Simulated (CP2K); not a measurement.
Runs of CP2K 2026.2 on NaF (Villiaumite). Symmetry: Fm-3m, No. 225, cubic system. The conventional cell has a = 4.640 Å, b = 4.640 Å, c = 4.640 Å, α = 90.00°, β = 90.00°, γ = 90.00°. Around Na (site symmetry m-3m) lie 6 F at 2.32 Å. F (site symmetry m-3m) is surrounded by 6 Na at 2.32 Å. 

```csv
potentials or basis,gap on the mesh (eV),pressure (GPa)
"GTH_POTENTIALS Na GTH-PADE-q9, F GTH-PADE-q7; DZVP-MOLOPT-SR-GTH basis",6.52,(a)
"GTH_POTENTIALS Na GTH-BLYP-q9, F GTH-BLYP-q7; DZVP-MOLOPT-SR-GTH basis",6.42,1.7
"GTH_POTENTIALS Na GTH-PBE-q9, F GTH-PBE-q7; DZVP-MOLOPT-SR-GTH basis",6.40,1.7
"POTENTIAL_UZH Na GTH-PBE0-q9, F GTH-PBE0-q7; DZVP-MOLOPT-SR-GTH basis",(c),1.5
"POTENTIAL_UZH Na GTH-SCAN-q9, F GTH-SCAN-q7; DZVP-MOLOPT-SR-GTH basis",(b),0.7
```

Alike in all rows: task atomic charges; level PBE; no spin polarisation; cell as given; k mesh 10 × 10 × 10; smearing fermi-dirac 0.05 eV.

Question: Estimate the missing entries.

Answer: (a) 1.1; (b) 6.56; (c) 6.44.

Caveats: the basis of atomic orbitals isn't converged, which shifts pressures, moduli and gaps; the potentials were made for another functional, which shifts forces and pressure (some runs).

A k mesh can miss the band edges.
